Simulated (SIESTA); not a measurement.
Crystal: MnO.

```
Mn O
1.0
     3.37170    0.00000    0.00000
    -1.68585    2.91998    0.00000
     0.00000    0.00000    5.38550
Mn O
2 2
Direct
  0.66667 0.33333 0.51096
  0.33333 0.66667 0.01096
  0.66667 0.33333 0.87547
  0.33333 0.66667 0.37547
```

Measurements of this composition are mostly on another form, of space group No. 225.

Base run:

```yaml
Program: SIESTA 5.4.2
Functional: PBEsol
Potentials_or_basis: PseudoDojo 0.4 standard (PBEsol files)
Basis: DZP (energy shift 0.003 Ry; two zetas on semicore shells)
Grid_cutoff: 800 Ry
Energy_shift: 0.003 Ry
k_mesh: 9 × 9 × 5
Occupations: fermi-dirac, width 0.05 eV
Spin: collinear spin, ferromagnetic start
Starting_moments: "[4.0, 4.0, 0.0, 0.0] μB"
```

Its results: band gap on the k mesh none (metal or under the smearing width); pressure 2.2 GPa; net moment 9.99 μB per cell; site moments Mn +4.78; O +0.22 μB; largest force 0.696 eV/Å.

**Question.** The run is repeated on the same cell with these changes: functional from PBEsol to LDA; potentials or basis from PseudoDojo 0.4 standard (PBEsol files) to PseudoDojo 0.4 standard (LDA files). What comes out?

**Answer.** Band gap on the k mesh none (metal or under the smearing width); pressure -3.1 GPa; net moment 9.92 μB per cell; site moments Mn +4.70; O +0.26 μB; largest force 0.648 eV/Å.

Caveats: short orbitals over semicore shells can move pressures by several GPa; the basis of atomic orbitals isn't converged, which shifts pressures, moduli and gaps; semilocal functionals often make such compounds metallic where correlation or magnetic order opens a gap, which also shifts bond lengths; only a ferromagnetic start was run, and an antiferromagnetic order may lie lower in energy.

Not every run made on this cell is shown here.
